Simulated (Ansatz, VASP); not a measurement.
**Fe: VASP beside Ansatz**

```
Fe
1.0
    -1.21435    1.21435    1.21435
     1.21435   -1.21435    1.21435
     1.21435    1.21435   -1.21435
Fe
1
Direct
  0.00000 0.00000 0.00000
```

Change from the starting cell: volume scaled by 0.68, PAW files.

Alike in both runs: task single point; functional PBE; k mesh 21 × 21 × 21; occupations fermi-dirac, width 0.1 eV; no spin polarisation.

|  | VASP | Ansatz |
| --- | --- | --- |
| version | VASP 6.6.1 | Ansatz 0.2.0 |
| potentials or method | VASP PAW PBE potentials, release 64 (Fe) | PAW with Ansatz's default frozen-core files, scalar-relativistic |
| plane-wave cutoff (eV) | 520 | 420 |
| valence electrons in the cell | 8 | 16 |

Ansatz gave:

- pressure (GPa): 243.2

Q: What did VASP give for the same quantities?

A: Pressure (GPa): 243.1.

With one functional, cell and mesh, what is left measures potentials, basis and numerics. The two sets of potentials don't hold the same shells in valence.

Caveats: the cell as given lies far from equilibrium; so large a pressure means that the cell lies far from this level's equilibrium, or that cutoff or potentials fall short (VASP); the run has no spin polarisation, though such a crystal can be magnetic. Spin polarisation is off, so any magnetic state and its effect on volume and gap are missing.
